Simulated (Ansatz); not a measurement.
CaF2 (fluorite, Fm-3m), PBEsol (plane waves, PAW; program Ansatz): ε∞ = 2.32, cell volume 39.82 Å³. Infrared-active transverse modes:

```json
[
 {"ω_TO (cm⁻¹)": "248.9", "oscillator strength S_xx (e²/amu)": "0.2892"}
]
```

Problem. Compute the static dielectric constant.

Solution. Each mode adds (4.921e7/V) S/ω²: 5.77. So ε0 = 8.09.

Problem. What LO frequency does the Lyddane–Sachs–Teller relation give?

Solution. ω_LO = ω_TO √(ε0/ε∞) = 464 cm⁻¹.

The cell was relaxed with PBEsol under the symmetry of its start; phonons on a q-mesh show no instability.

Potentials: the later of the program's two PAW sets.
